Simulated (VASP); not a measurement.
# TePb (Fm-3m) in VASP: settings compared

The runs below take TePb through relaxation of cell and atoms, with PBE, RPBE, LDA.

All numbers are computed with VASP 6.6.1; they aren't measurements. Logs are shortened: lines on timing, memory, paths and dates and some standing lists are left out, and cuts for length are marked.

**1. The crystal as given**

The structure is cubic, space group Fm-3m (No. 225). Conventional cell: a = 6.462 Å, b = 6.462 Å, c = 6.462 Å, α = 90.00°, β = 90.00°, γ = 90.00°. Around Te (site symmetry m-3m) lie 6 Pb at 3.23 Å. Pb (site symmetry m-3m) has 6 Te at 3.23 Å as nearest neighbours.

**2. Relaxation of cell and atoms, PBE, target pressure 5.02 GPa, at which the enthalpy is minimised**

Input file INCAR:

```
ALGO = Normal ; EDIFF = 1E-6
EDIFFG = -0.01 ; ENCUT = 600
GGA = PE ; IBRION = 2
ISIF = 3 ; ISMEAR = 0
LASPH = True ; LCHARG = False
LREAL = False ; LWAVE = False
NELM = 80 ; NSW = 90
PREC = Accurate ; PSTRESS = 50.2
SIGMA = 0.03
```

Input file KPOINTS:

```
k-points
0
Gamma
  8 8 8
```

Input file POSCAR:

```
TePb
1.0
    0.0000000000      3.2310000000      3.2310000000
    3.2310000000      0.0000000000      3.2310000000
    3.2310000000      3.2310000000      0.0000000000
Te Pb
1 1
Direct
    0.5000000000      0.5000000000      0.5000000000
    0.0000000000      0.0000000000      0.0000000000
```

Potentials or basis: VASP PAW PBE potentials, release 64 (Te, Pb_d).

Started as:

```
$ cat potpaw_PBE.64/Te/POTCAR potpaw_PBE.64/Pb_d/POTCAR > POTCAR
$ mpirun -np 1 vasp_std > vasp.out
```

OUTCAR:

```text
EDIFF = 1E-6
   EDIFFG = -0.01
   ENCUT = 600
   GGA = PE
   IBRION = 2
   ISIF = 3
   ISMEAR = 0
   LASPH = True
   LREAL = False
   NELM = 80
   NSW = 90
   PREC = Accurate
   PSTRESS = 50.2

 ion  position               nearest neighbor table
   1  0.500  0.500  0.500-   2 3.23   2 3.23   2 3.23   2 3.23   2 3.23   2 3.23
   2  0.000  0.000  0.000-   1 3.23   1 3.23   1 3.23   1 3.23   1 3.23   1 3.23

  LATTYP: Found a face centered cubic cell.
 ALAT       =     6.4620000000

  Lattice vectors:

 A1 = (   0.0000000000,   3.2310000000,   3.2310000000)
 A2 = (   3.2310000000,   0.0000000000,   3.2310000000)
 A3 = (   3.2310000000,   3.2310000000,   0.0000000000)

Analysis of symmetry for initial positions (statically):
=====================================================================
 Subroutine PRICEL returns:
 Original cell was already a primitive cell.

 Routine SETGRP: Setting up the symmetry group for a
 face centered cubic supercell.

 Subroutine GETGRP returns: Found 48 space group operations
 (whereof 48 operations were pure point group operations)
 out of a pool of 48 trial point group operations.

The static configuration has the point symmetry O_h .

Analysis of symmetry for dynamics (positions and initial velocities):
=====================================================================
 Subroutine PRICEL returns:
 Original cell was already a primitive cell.

 Routine SETGRP: Setting up the symmetry group for a
 face centered cubic supercell.

 Subroutine GETGRP returns: Found 48 space group operations
 (whereof 48 operations were pure point group operations)
 out of a pool of 48 trial point group operations.

The dynamic configuration has the point symmetry O_h .

 Subroutine INISYM returns: Found 48 space group operations
 (whereof 48 operations are pure point group operations),
 and found     1 'primitive' translations

----------------------------------------------------------------------------------------

                                     Primitive cell

  volume of cell :      67.4592

  direct lattice vectors                    reciprocal lattice vectors
     0.000000000  3.231000000  3.231000000    -0.154750851  0.154750851  0.154750851
     3.231000000  0.000000000  3.231000000     0.154750851 -0.154750851  0.154750851
     3.231000000  3.231000000  0.000000000     0.154750851  0.154750851 -0.154750851

  length of vectors
     4.569324020  4.569324020  4.569324020     0.268036337  0.268036337  0.268036337

  position of ions in fractional coordinates (direct lattice)
     0.500000000  0.500000000  0.500000000
     0.000000000  0.000000000  0.000000000

  ion indices of the primitive-cell ions
   primitive index   ion index
                 1           1
                 2           2

----------------------------------------------------------------------------------------

 KPOINTS: k-points

Automatic generation of k-mesh.
 Grid dimensions read from file:
 generate k-points for:    8    8    8

 Generating k-lattice:

  Cartesian coordinates                     Fractional coordinates (reciprocal lattice)
    -0.019343856  0.019343856  0.019343856     0.125000000  0.000000000  0.000000000
     0.019343856 -0.019343856  0.019343856     0.000000000  0.125000000  0.000000000
     0.019343856  0.019343856 -0.019343856     0.000000000  0.000000000  0.125000000

  Length of vectors
     0.033504542  0.033504542  0.033504542

  Shift w.r.t. Gamma in fractional coordinates (k-lattice)
     0.000000000  0.000000000  0.000000000

 Subroutine IBZKPT returns following result:
 ===========================================

 Found     29 irreducible k-points:

 Following reciprocal coordinates:
            Coordinates               Weight
  0.000000  0.000000  0.000000      1.000000
  0.125000  0.000000  0.000000      8.000000
  0.250000  0.000000  0.000000      8.000000
  0.375000  0.000000  0.000000      8.000000
  0.500000  0.000000  0.000000      4.000000
  0.125000  0.125000  0.000000      6.000000
[... 16 lines left out ...]
  0.500000  0.250000  0.125000     48.000000
 -0.375000  0.250000  0.125000     24.000000
 [... further k-points ...]
   k-points           NKPTS =     29   k-points in BZ     NKDIM =     29   number of bands    NBANDS=     14
   number of dos      NEDOS =    301   number of ions     NIONS =      2
   total plane-waves  NPLWV =  64000
   dimension x,y,z NGX =    40 NGY =   40 NGZ =   40
   dimension x,y,z NGXF=    80 NGYF=   80 NGZF=   80
   ions per type =               1   1
   NGX,Y,Z   is equivalent  to a cutoff of  14.55, 14.55, 14.55 a.u.
   NGXF,Y,Z  is equivalent  to a cutoff of  29.11, 29.11, 29.11 a.u.
 SYSTEM =  unknown system
   PREC   = accura    normal or accurate (medium, high low for compatibility)
   ISTART =      0    job   : 0-new  1-cont  2-samecut
   ICHARG =      2    charge: 1-file 2-atom 10-const
   ISPIN  =      1    spin polarized calculation?
   LNONCOLLINEAR =      F non collinear calculations
   LSORBIT =      F    spin-orbit coupling
   LASPH  =      T    aspherical Exc in radial PAW
   ENCUT  =  600.0 eV  44.10 Ry    6.64 a.u.   9.13  9.13  9.13*2*pi/ulx,y,z
   NELM   =     80;   NELMIN=  2; NELMDL= -5     # of ELM steps
   EDIFF  = 0.1E-05   stopping-criterion for ELM
   LREAL  =      F    real-space projection
   EDIFFG = -.1E-01   stopping-criterion for IOM
   NSW    =     90    number of steps for IOM
   IBRION =      2    ionic relax: 0-MD 1-quasi-New 2-CG
   NFREE  =      1    steps in history (QN), initial steepest desc. (CG)
   ISIF   =      3    stress and relaxation
   ISYM   =      2    0-nonsym 1-usesym 2-fastsym
   POTIM  = 0.5000    time-step for ionic-motion
   TEBEG  =    0.0;   TEEND  =   0.0 temperature during run
   PSTRESS=   50.2 pullay stress
   NELECT =      20.0000    total number of electrons
   NUPDOWN=      -1.0000    fix difference up-down
   EMIN   =  10.00;   EMAX   =-10.00  energy-range for DOS
   EFERMI =   0.00;   METHOD = LEGACY
   ISMEAR =     0;   SIGMA  =   0.03  broadening in eV -4-tet -1-fermi 0-gaus
   EFERMI_NEDOS =   21; number of points for ismear=-14 and -15
   IALGO  =     38    algorithm
   IMIX   =      4    mixing-type and parameters
     AMIX     =   0.40;   BMIX     =  1.00
     AMIX_MAG =   1.60;   BMIX_MAG =  1.00
  volume/ion in A,a.u.               =      33.73       227.62
  Fermi-wavevector in a.u.,A,eV,Ry     =   1.091619  2.062861 16.213147  1.191633
  Thomas-Fermi vector in A             =   2.227868
   LORBIT       =      0    0 simple, 1 ext, 2 COOP (PROOUT), +10 PAW based schemes
   GGA     = PE    functional components
   LHFCALC =     F    Hartree Fock is set to
   AEXX    =    0.0000 exact exchange contribution
   IVDW    =     0    specifies the selected vdW correction
   LEPSILON=     F    determine dielectric tensor
   LRPA    =     F    only Hartree local field effects (RPA)
 conjugate gradient relaxation of ions
 non-spin polarized calculation
 Gauss-broadening in eV      SIGMA  =   0.03
  energy-cutoff  :      600.00
  volume of cell :       67.46
 maximum number of plane-waves:      2272
 NGX is ok and might be reduce to    40
   NGX = 19   NGY = 19   NGZ = 19

--------------------------------------- Ionic step        1  -------------------------------------------

 number of electron      19.9999998 magnetization

 Free energy of the ion-electron system (eV)
  ---------------------------------------------------
  ext. energy  EPLUGINS =         0.00000000
  ---------------------------------------------------
  free energy    TOTEN  =        -7.50127611 eV

  energy without entropy =       -7.50127611  energy(sigma->0) =       -7.50127611

------------------------ aborting loop because EDIFF is reached ----------------------------------------

  FORCE on cell =-STRESS in cart. coord.  units (eV):
  Direction    XX          YY          ZZ          XY          YZ          ZX
  --------------------------------------------------------------------------------------
  -------------------------------------------------------------------------------------
  Total        0.8853242      0.8853242      0.8853242      0.0000000      0.0000000     -0.0000000
  in kB       21.0267450     21.0267450     21.0267450      0.0000000      0.0000000     -0.0000000
  external PRESSURE =     -29.1732550 kB  Pullay stress =      50.2000000 kB

 VOLUME and BASIS-vectors are now :
 -----------------------------------------------------------------------------
  energy-cutoff  :      600.00
  volume of cell :       67.46
      direct lattice vectors                 reciprocal lattice vectors
     0.000000000  3.231000000  3.231000000    -0.154750851  0.154750851  0.154750851
     3.231000000  0.000000000  3.231000000     0.154750851 -0.154750851  0.154750851
     3.231000000  3.231000000  0.000000000     0.154750851  0.154750851 -0.154750851
[... 46 lines left out ...]
  FREE ENERGIE OF THE ION-ELECTRON SYSTEM (eV)
  ---------------------------------------------------
  free  energy   TOTEN  =        -7.3359278514 eV

  energy  without entropy=       -7.3359278514  energy(sigma->0) =       -7.33592785

  enthalpy is  TOTEN    =        -5.4046378668 eV   P V=        1.9312899845

--------------------------------------- Ionic step        3  -------------------------------------------

 number of electron      20.0000003 magnetization

 Free energy of the ion-electron system (eV)
  ---------------------------------------------------
  ext. energy  EPLUGINS =         0.00000000
  ---------------------------------------------------
  free energy    TOTEN  =        -7.42455678 eV

  energy without entropy =       -7.42455678  energy(sigma->0) =       -7.42455678

 E-fermi :   6.4940     XC(G=0):  -9.5437

 val. band max:        6.3570714643   @ k =   0.5000   0.0000   0.0000
 cond. band min:       6.9682415496   @ k =   0.5000   0.0000   0.0000
 fundamental gap:      0.6111700853
 Fermi energy:         6.4940201747

 k-point     1 :       0.0000    0.0000    0.0000
  band No.  band energies     occupation
      1     -10.4831      2.00000
      2     -10.4831      2.00000
      3     -10.4695      2.00000
      4     -10.4695      2.00000
      5     -10.4695      2.00000
      6      -6.1434      2.00000
      7       0.8853      2.00000
      8       4.7800      2.00000
      9       4.7800      2.00000
     10       4.7800      2.00000
     11      10.4712      0.00000
     12      10.4712      0.00000
     13      10.4712      0.00000
     14      12.0044      0.00000

 k-point     2 :       0.1250    0.0000    0.0000
  band No.  band energies     occupation
      1     -10.4855      2.00000
      2     -10.4855      2.00000
      3     -10.4691      2.00000
      4     -10.4668      2.00000
      5     -10.4668      2.00000
      6      -5.9990      2.00000
      7       0.3580      2.00000
      8       4.8229      2.00000
      9       4.8229      2.00000
     10       5.0939      2.00000
[... 362 lines left out ...]
 k-point    24 :      -0.3750    0.2500    0.1250
  band No.  band energies     occupation
      1     -10.5218      2.00000
      2     -10.4937      2.00000
      3     -10.4623      2.00000
      4     -10.4550      2.00000
      5     -10.4447      2.00000
      6      -4.3354      2.00000
      7      -2.2539      2.00000
      8       3.2569      2.00000
      9       3.4932      2.00000
     10       5.7865      2.00000
     11       7.5728      0.00000
     12       9.9474      0.00000
     13      10.4637      0.00000
     14      13.0928      0.00000

 [... further k-points ...]
[... 5 lines left out ...]
  --------------------------------------------------------------------------------------
  -------------------------------------------------------------------------------------
  Total        2.0000924      2.0000924      2.0000924      0.0000000      0.0000000      0.0000000
  in kB       50.1144059     50.1144059     50.1144059      0.0000000      0.0000000      0.0000000
  external PRESSURE =      -0.0855941 kB  Pullay stress =      50.2000000 kB

 VOLUME and BASIS-vectors are now :
 -----------------------------------------------------------------------------
  energy-cutoff  :      600.00
  volume of cell :       63.94
      direct lattice vectors                 reciprocal lattice vectors
     0.000000000  3.173871606  3.173871606    -0.157536303  0.157536303  0.157536303
     3.173871606  0.000000000  3.173871606     0.157536303 -0.157536303  0.157536303
     3.173871606  3.173871606  0.000000000     0.157536303  0.157536303 -0.157536303

 POSITION                                       TOTAL-FORCE (eV/Angst)
 -----------------------------------------------------------------------------------
      3.17387      3.17387      3.17387        -0.000000     -0.000000     -0.000000
      0.00000      0.00000      0.00000         0.000000      0.000000      0.000000
 -----------------------------------------------------------------------------------
    total drift:                                0.000000     -0.000000     -0.000000

  FREE ENERGIE OF THE ION-ELECTRON SYSTEM (eV)
  ---------------------------------------------------
  free  energy   TOTEN  =        -7.4245567763 eV

  energy  without entropy=       -7.4245567763  energy(sigma->0) =       -7.42455678

  enthalpy is  TOTEN    =        -5.4210482600 eV   P V=        2.0035085163

 reached required accuracy - stopping structural energy minimisation
```

It took 76 s on 1 thread of Intel Xeon Platinum 8259CL at 2.50GHz (Skylake/Cascade Lake), shared host; peak memory 0.26 GiB.

Results:

* Free energy: -7.4246 eV
* Relaxed volume: 31.97 Å³/atom
* Relaxed cell: a = 4.489 Å, b = 4.489 Å, c = 4.489 Å, α = 60.00°, β = 60.00°, γ = 60.00°
* Space group after relaxing (to 0.05 Å): Fm-3m (No. 225)
* Energy change on relaxing (the enthalpy is what falls): +38.4 meV/atom
* Ionic steps: 3
* Pressure after relaxing: 5.0 GPa
* Band gap on the k mesh: 0.61 eV, direct

The path:
```
step  energy change (eV)  largest force (eV/Å)  pressure (GPa)  volume (Å³)
   1              0.0000                0.0000            2.10        67.46
   2              0.1653                0.0000            7.41        61.64
   3              0.0767                0.0000            5.01        63.94
```

Final structure:
```
Te Pb
1.0
     0.00000    3.17387    3.17387
     3.17387    0.00000    3.17387
     3.17387    3.17387    0.00000
Te Pb
1 1
Direct
  0.50000 0.50000 0.50000
  0.00000 0.00000 0.00000
```

Levels at points of the mesh, in eV from the valence-band top:
```csv
k point,band 6,band 7,band 8,band 9,band 10,band 11,band 12,band 13,band 14
"(0.00, 0.00, 0.00)",-12.50,-5.47,-1.58,-1.58,-1.58,4.11,4.11,4.11,5.65
"(0.50, 0.00, 0.00)",-10.92,-8.91,-1.08,-1.08,0.00,0.61,1.11,1.11,8.43
"(0.50, 0.50, 0.00)",-10.61,-7.40,-4.95,-3.14,-3.14,3.03,5.65,5.65,7.01
```

Caveat: the cell is relaxed towards a set pressure, so the enthalpy falls and the energy may rise; spin-orbit coupling is left out, which as a rule narrows the gap of such compounds by several tenths of an eV. A k mesh can miss the band edges.

**3. Relaxation of cell and atoms, PBE, target pressure 5.02 GPa, at which the enthalpy is minimised**

This run uses another cell than the first one, of 31.97 Å³/atom, 0.948 times its volume.

INCAR, as its differences from that of step 2:

```diff
@@ -1,3 +1,3 @@
-ALGO = Normal ; EDIFF = 1E-6
-EDIFFG = -0.01 ; ENCUT = 600
+ALGO = Normal ; EDIFF = 1E-7
+EDIFFG = -0.005 ; ENCUT = 600
 GGA = PE ; IBRION = 2
```

KPOINTS is that of step 2.

Input file POSCAR:

```
TePb                                    
1.0
    0.0000000000      3.1738716065      3.1738716065
    3.1738716065      0.0000000000      3.1738716065
    3.1738716065      3.1738716065      0.0000000000
  Te              Pb            
     1     1
Direct
     0.5000000000000000    0.5000000000000000    0.5000000000000000
     0.0000000000000000    0.0000000000000000    0.0000000000000000
```

Potentials or basis: VASP PAW PBE potentials, release 64 (Te, Pb_d).

Started as:

```
$ cat potpaw_PBE.64/Te/POTCAR potpaw_PBE.64/Pb_d/POTCAR > POTCAR
$ mpirun -np 1 vasp_std > vasp.out
```

OUTCAR:

```text
EDIFF = 1E-7
   EDIFFG = -0.005
   ENCUT = 600
   GGA = PE
   IBRION = 2
   ISIF = 3
   ISMEAR = 0
   LASPH = True
   LREAL = False
   NELM = 80
   NSW = 90
   PREC = Accurate
   PSTRESS = 50.2

 ion  position               nearest neighbor table
   1  0.500  0.500  0.500-   2 3.17   2 3.17   2 3.17   2 3.17   2 3.17   2 3.17
   2  0.000  0.000  0.000-   1 3.17   1 3.17   1 3.17   1 3.17   1 3.17   1 3.17

  LATTYP: Found a face centered cubic cell.
 ALAT       =     6.3477432130

  Lattice vectors:

[... 591 lines left out ...]
     12       9.9475      0.00000
     13      10.4638      0.00000
     14      13.0928      0.00000

 [... further k-points ...]
[... 5 lines left out ...]
  --------------------------------------------------------------------------------------
  -------------------------------------------------------------------------------------
  Total        1.9977023      1.9977023      1.9977023      0.0000000     -0.0000000      0.0000000
  in kB       50.0545191     50.0545191     50.0545191      0.0000000     -0.0000000      0.0000000
  external PRESSURE =      -0.1454809 kB  Pullay stress =      50.2000000 kB

 VOLUME and BASIS-vectors are now :
 -----------------------------------------------------------------------------
  energy-cutoff  :      600.00
  volume of cell :       63.94
      direct lattice vectors                 reciprocal lattice vectors
     0.000000000  3.173871607  3.173871607    -0.157536303  0.157536303  0.157536303
     3.173871607  0.000000000  3.173871607     0.157536303 -0.157536303  0.157536303
     3.173871607  3.173871607  0.000000000     0.157536303  0.157536303 -0.157536303

 POSITION                                       TOTAL-FORCE (eV/Angst)
 -----------------------------------------------------------------------------------
      3.17387      3.17387      3.17387         0.000000      0.000000      0.000000
      0.00000      0.00000      0.00000        -0.000000      0.000000     -0.000000
 -----------------------------------------------------------------------------------
    total drift:                               -0.000000      0.000000      0.000000

  FREE ENERGIE OF THE ION-ELECTRON SYSTEM (eV)
  ---------------------------------------------------
  free  energy   TOTEN  =        -7.4243556390 eV

  energy  without entropy=       -7.4243556390  energy(sigma->0) =       -7.42435564

  enthalpy is  TOTEN    =        -5.4208471226 eV   P V=        2.0035085163

 reached required accuracy - stopping structural energy minimisation
```

Run time: 26 s. Hardware: 1 thread of Intel Xeon Platinum 8259CL at 2.50GHz (Skylake/Cascade Lake), shared host; peak memory 0.22 GiB.

Results:

```
Free energy             : -7.4244 eV
Pressure after relaxing : 5.0 GPa
Band gap on the k mesh  : 0.61 eV, direct
```

Final structure:
```cif
data_structure
_symmetry_space_group_name_H-M 'P 1'
_symmetry_Int_Tables_number 1
_cell_length_a 4.4885
_cell_length_b 4.4885
_cell_length_c 4.4885
_cell_angle_alpha 60.000
_cell_angle_beta 60.000
_cell_angle_gamma 60.000
_cell_volume 63.94
loop_
_atom_site_label
_atom_site_type_symbol
_atom_site_fract_x
_atom_site_fract_y
_atom_site_fract_z
_atom_site_occupancy
Te1 Te 0.50000 0.50000 0.50000 1
Pb1 Pb 0.00000 0.00000 0.00000 1
```

Levels at points of the mesh, in eV from the valence-band top:
```tsv
k point	band 7	band 8	band 9	band 10	band 11	band 12	band 13	band 14
(0.00, 0.00, 0.00)	-5.47	-1.58	-1.58	-1.58	4.11	4.11	4.11	5.65
(0.50, 0.00, 0.00)	-8.91	-1.08	-1.08	0.00	0.61	1.11	1.11	8.43
(0.50, 0.50, 0.00)	-7.40	-4.95	-3.14	-3.14	3.03	5.65	5.65	7.01
```

Caveat: the relaxation stopped at its first step, so nothing moved; the cell is relaxed towards a set pressure, so the enthalpy falls and the energy may rise; spin-orbit coupling is left out, which as a rule narrows the gap of such compounds by several tenths of an eV. A k mesh can miss the band edges.

[end of part 1 of 2]
